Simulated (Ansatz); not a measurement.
Crystal: Al2Cu.

```
Cu Al
1.0
     4.10518    0.00000    0.00000
     0.00000    4.10518    0.00000
     0.00000    0.00000    2.89131
Cu Al
1 2
Direct
  0.00000 0.00000 0.00000
  0.00000 0.50000 0.50000
  0.50000 0.00000 0.50000
```

The cell comes from a database or a generator and needn't be the stable form of this composition.

| Property | Result |
| --- | --- |
| Program | Ansatz 0.2.0 |
| Task | relaxation of cell and atoms |
| Functional | LDA |
| Potentials or basis | Ansatz PAW |
| Cutoff | 420 eV (not typed: the program's choice for these potentials) |
| k mesh | 7 × 7 × 9 |
| Occupations | fermi-dirac, width 0.05 eV |
| Spin | no spin polarisation |

At the start: volume 16.24 Å³/atom.

**Question.** Where does the relaxation end?

**Answer.** It ends after 5 steps and the volume is 15.38 Å³/atom (-5.3 %); space group P4/mmm (No. 123, to 0.05 Å).

Step by step:
```tsv
step	energy change (eV)	largest force (eV/Å)	volume (Å³)
1	0.0000	0.0000	48.73
2	-0.0408	0.0000	46.92
3	-0.0455	0.0000	46.04
4	-0.0455	0.0000	46.13
5	-0.0446	0.0000	46.13
```

Final structure:
```
Cu Al
1.0
     4.04359    0.00000    0.00000
     0.00000    4.04359    0.00000
     0.00000    0.00000    2.82124
Cu Al
1 2
Direct
  0.00000 0.00000 0.00000
  0.00000 0.50000 0.50000
  0.50000 0.00000 0.50000
```

Caveat: the plane-wave basis is chosen anew once the cell has moved, so the energies of steps on either side of that aren't comparable; the PAW data sets come from PBE, with cores solved anew for the run's functional, which leaves a small shift of forces and pressure.
